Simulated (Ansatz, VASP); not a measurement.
**AlRu in VASP and in Ansatz**

Contents of INCAR:

```
PREC     = Accurate       # precision mode
ENCUT    = 600            # plane-wave cutoff, eV
EDIFF    = 1E-6           # SCF threshold, eV
ISMEAR   = -1             # smearing method
SIGMA    = 0.05           # smearing width, eV
LREAL    = False          # projectors in reciprocal space
LASPH    = True           # aspherical terms in the spheres
NELM     = 100            # most SCF steps
ALGO     = Normal         # electronic algorithm
ISIF     = 3              # what is computed and relaxed
LWAVE    = False          # write WAVECAR
LCHARG   = False          # write CHGCAR
GGA      = PS             # functional
IBRION   = 2              # ionic algorithm
NSW      = 80             # ionic steps
EDIFFG   = -0.02          # ionic threshold
```

The input KPOINTS:

```
regular mesh
0
Gamma
  9 9 9
```

Contents of POSCAR:

```
AlRu
1.0
    2.9916000000      0.0000000000      0.0000000000
    0.0000000000      2.9916000000      0.0000000000
    0.0000000000      0.0000000000      2.9916000000
Ru Al
1 1
Direct
    0.5000000000      0.5000000000      0.5000000000
    0.0000000000      0.0000000000      0.0000000000
```

The input input.yaml:

```yaml
crystal:
  lattice:
    - [2.9916, 0.0, 0.0]
    - [0.0, 2.9916, 0.0]
    - [0.0, 0.0, 2.9916]
  atoms:
    - { symbol: Ru, position: [0.5, 0.5, 0.5] }
    - { symbol: Al, position: [0.0, 0.0, 0.0] }
kpoints:
  mp_grid: { grid: [9, 9, 9] }
scf:
  occupations: { method: fermi_dirac, width: 0.05 }
hamiltonian:
  xc: pbesol
  pseudopotentials: { kind: all_electron, lapw: { basis_error: 0.001 } }
output:
  forces: true
  stress: true
relax:
  f_tol: 0.02
  max_steps: 60
  cell: {}
```

Alike in both runs: task relaxation of cell and atoms; functional PBEsol; k mesh 9 × 9 × 9; occupations fermi-dirac, width 0.05 eV; no spin polarisation.

|  | VASP | Ansatz |
| --- | --- | --- |
| version | VASP 6.6.1 | Ansatz 0.2.0 |
| potentials or method | VASP PAW PBE potentials, release 64 (Ru_pv, Al) | all-electron LAPW, scalar-relativistic |
| plane-wave cutoff (eV) | 600 | see its input |

|  | VASP | Ansatz | Ansatz less VASP |
| --- | --- | --- | --- |
| relaxed volume (Å³/atom) | 13.18 | 13.18 | -0.006 |
| relaxed cell length with the largest relative difference (Å) | 2.976 | 2.976 | -0.0004 |
| energy change over the relaxation (meV/atom) | -2 | -2 | -0.1 |

Ansatz ran all-electron here, so the differences hold the error of VASP's frozen core and of both bases.

Caveats: the PAW data sets were made with another functional, which shifts forces and pressure a little (VASP).
